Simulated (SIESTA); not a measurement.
SiO2 (Cristobalite):

```
Si O
1.0
     4.98200    0.00000    0.00000
     0.00000    4.98200    0.00000
     0.00000    0.00000    6.96300
Si O
4 8
Direct
  0.79897 0.20103 0.75000
  0.70103 0.70103 0.50000
  0.20103 0.79897 0.25000
  0.29897 0.29897 0.00000
  0.10347 0.23989 0.82187
  0.26011 0.60347 0.07187
  0.89653 0.76011 0.32187
  0.73989 0.39653 0.57187
  0.60347 0.26011 0.92813
  0.76011 0.89653 0.67813
  0.39653 0.73989 0.42813
  0.23989 0.10347 0.17813
```

| Item | Value |
| --- | --- |
| Program | SIESTA 5.4.2 |
| Task | single point |
| Functional | PBE |
| Potentials or basis | PseudoDojo 0.4 standard (PBE files) |
| Basis | DZP (energy shift 0.003 Ry) |
| Grid cutoff | 800 Ry |
| Energy shift | 0.003 Ry |
| k mesh | 6 × 6 × 4 |
| Occupations | fermi-dirac, width 0.05 eV |
| Spin | no spin polarisation |

On this cell: pressure 8.5 GPa; largest force 0.766 eV/Å; band gap on the k mesh 6.09 eV, direct.

The same run follows on a disturbed copy (atoms moved at random, drawn with an rms of 0.05 Å):

```xyz
12
Lattice="4.9820 0.0000 0.0000 0.0000 4.9820 0.0000 0.0000 0.0000 6.9630" Properties=species:S:1:pos:R:3 pbc="T T T"
Si    3.9877    0.9988    5.2030
Si    3.4573    3.5152    3.4899
Si    1.0546    3.9926    1.7266
Si    1.4887    1.4509   -0.0121
O     0.4931    1.1745    5.7505
O     1.3401    3.0531    0.4400
O     4.5068    3.7845    2.2025
O     3.6640    1.9690    3.9860
O     3.0088    1.3025    6.4392
O     3.8036    4.4830    4.7210
O     1.9606    3.6526    2.9135
O     1.2136    0.5654    1.2394
```

Q: What does the disturbed cell give?

A: The energy moves by +33.3 meV/atom; pressure 9.0 GPa; largest force 4.012 eV/Å; band gap on the k mesh 5.94 eV, direct.

Forces in eV/Å, atoms in the order of the input:
```
Si  -0.368  0.739  0.928
Si   1.987 -0.657 -1.543
Si  -2.423  0.549 -3.104
Si   0.829  2.932 -0.309
O    0.383 -0.198 -1.249
O    0.141 -0.673 -0.733
O   -1.838 -0.124  1.033
O   -0.307  0.889 -1.394
O    0.165 -0.058  0.623
O   -0.249 -1.495 -0.004
O    2.035 -0.581  3.408
O   -0.356 -1.323  2.344
```

Stress tensor (GPa, compression positive):
```
 9.21 -0.19  4.44
-0.19  6.16 -1.66
 4.44 -1.66 11.67
```

Caveats: the cell was measured hot, at 340 K; the basis of atomic orbitals isn't converged, which shifts pressures, moduli and gaps.

A k mesh can miss the band edges.
